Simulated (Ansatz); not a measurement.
# KBr under changes of volume

One of the cells (35.937 Å³/atom); the others are scaled copies at fixed shape and fractional positions:

```
CELL_PARAMETERS angstrom
0.00000 3.30000 3.30000
3.30000 0.00000 3.30000
3.30000 3.30000 0.00000
ATOMIC_POSITIONS crystal
Br 0.50000 0.50000 0.50000
K 0.00000 0.00000 0.00000
```

* Program: Ansatz 0.2.0
* Functional: PBEsol
* Potentials or basis: all-electron LAPW, point nuclei
* Cutoff: 139 eV (chosen from the basis error)
* Basis error allowed: 0.0005 eV/atom
* k mesh: 7 × 7 × 7
* Occupations: fermi-dirac, width 0.05 eV
* Spin: collinear spin, ferromagnetic start
* Starting moments: [0.5, 0.0] μB

| volume (Å³/atom) | energy over the lowest point (meV/atom) | pressure (GPa) | gap on the mesh (eV) |
| --- | --- | --- | --- |
| 33.781 | 2.66 | 0.7 | 4.44 |
| 34.500 | 0.54 | 0.3 | 4.38 |
| 35.218 | 0.00 | 0.0 | 4.33 |
| 35.937 | 0.85 | -0.3 | 4.28 |
| 36.656 | 2.93 | -0.6 | 4.23 |
| 37.374 | ? | ? | ? |
| 38.093 | 10.24 | -1.0 | 4.15 |

What does the run at 37.374 Å³/atom give?

Energy over the lowest point 6.11 meV/atom; pressure -0.8 GPa; gap on the mesh 4.19 eV.

Worked out: A Birch-Murnaghan fit of order 3 (a polynomial in V^(-2/3)) to the other rows has its minimum at 35.13 Å³/atom with B0 = V·E''(V) = 15.4 GPa and B' = 5.0. It gives 6.10 meV/atom at 37.374 Å³/atom, against the run's 6.11, and -dE/dV = -0.8 GPa, against -0.8. A straight line through the other rows of the gap, of slope -2.41 eV per unit of ln V (its deformation potential), gives 4.19 eV, against the run's 4.19.

Energies are extrapolated to zero smearing.

Caveats: the starting moments weren't kept; an odd mesh through Γ misses points on the zone boundary, where band edges often lie (some runs).

Spin-orbit coupling on Br is left out.
